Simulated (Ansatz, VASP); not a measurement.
**SiC in VASP and in Ansatz**

Contents of INCAR:

```
SYSTEM = SiC
ALGO = Normal ; EDIFF = 1E-6
ENCUT = 520 ; GGA = PE
ISIF = 2 ; ISMEAR = -1
LASPH = .TRUE. ; LCHARG = .TRUE.
LELF = .TRUE. ; LREAL = .FALSE.
LVHAR = .TRUE. ; LWAVE = .FALSE.
NBANDS = 26 ; NELM = 60
PREC = Accurate ; SIGMA = 0.02
```

The input KPOINTS:

```
k-points
0
G
  12 12 4
  0 0 0
```

POSCAR

```
SiC
1.0
    3.0775550333      0.0000000000      0.0000000000
   -1.5387775167      2.6652408404      0.0000000000
    0.0000000000      0.0000000000     10.0767227833
Si C
4 4
Direct
    0.0000000000      0.0000000000     -0.0001405665
    0.3333333333      0.6666666667      0.2499083816
    0.0000000000      0.0000000000      0.4998594335
    0.6666666667      0.3333333333      0.7499083816
    0.0000000000      0.0000000000      0.1872833959
    0.3333333333      0.6666666667      0.4379487892
    0.0000000000      0.0000000000      0.6872833959
    0.6666666667      0.3333333333      0.9379487892
```

Input for Ansatz:

```yaml
crystal:
  lattice:
    - [3.0775550333, 0.0, 0.0]
    - [-1.5387775167, 2.6652408404, 0.0]
    - [0.0, 0.0, 10.0767227833]
  atoms:
    - { symbol: Si, position: [0.0, 0.0, -0.0001405665] }
    - { symbol: Si, position: [0.3333333333, 0.6666666667, 0.2499083816] }
    - { symbol: Si, position: [0.0, 0.0, 0.4998594335] }
    - { symbol: Si, position: [0.6666666667, 0.3333333333, 0.7499083816] }
    - { symbol: C, position: [0.0, 0.0, 0.1872833959] }
    - { symbol: C, position: [0.3333333333, 0.6666666667, 0.4379487892] }
    - { symbol: C, position: [0.0, 0.0, 0.6872833959] }
    - { symbol: C, position: [0.6666666667, 0.3333333333, 0.9379487892] }
kpoints:
  mp_grid: { grid: [12, 12, 4] }
  band_path:
    path:
      - [[0.0, 0.0, 0.0], [0.5, -2.616268767816e-17, -3.98229309388e-34], [0.3333333333333, 0.3333333333333, -5.069315850067e-34], [0.0, 0.0, 0.0], [2.289483961527e-52, 5.653042313169e-52, 0.5], [0.5, -2.616268767816e-17, 0.5], [0.3333333333333, 0.3333333333333, 0.5], [2.289483961527e-52, 5.653042313169e-52, 0.5]]
      - [[0.5, -2.616268767816e-17, 0.5], [0.5, -2.616268767816e-17, -3.98229309388e-34]]
      - [[0.3333333333333, 0.3333333333333, 0.5], [0.3333333333333, 0.3333333333333, -5.069315850067e-34]]
    npoints: 10
hamiltonian:
  xc: pbe
scf:
  occupations: { method: fermi_dirac, width: 0.02 }
  n_extra_bands: 6
output:
  forces: true
  stress: true
  eigenvalues: true
  write_density: true
  write_potential: true
  elf: true
  volumetric_format: npy
```

The cell was built by a generator and needn't be a form met in nature.

Alike in both runs: task single point; functional PBE; k mesh 12 × 12 × 4; occupations fermi-dirac, width 0.02 eV; no spin polarisation.

|  | VASP | Ansatz |
| --- | --- | --- |
| version | VASP 6.6.1 | Ansatz 0.2.0 |
| potentials or method | VASP PAW PBE potentials, release 64 (Si, C) | plane waves, PAW |
| plane-wave cutoff (eV) | 520 | 420 |
| valence electrons in the cell | 32 | 32 |

|  | VASP | Ansatz | Ansatz less VASP |
| --- | --- | --- | --- |
| gap on the k mesh at the Fermi level (eV) | 2.23 | 2.23 | +0.001 |
| pressure (GPa) | 3.5 | 3.5 | +0.06 |
| largest component of the traceless stress (GPa) | 0.08 | 0.08 | +0.004 |

A k mesh can miss the band edges.
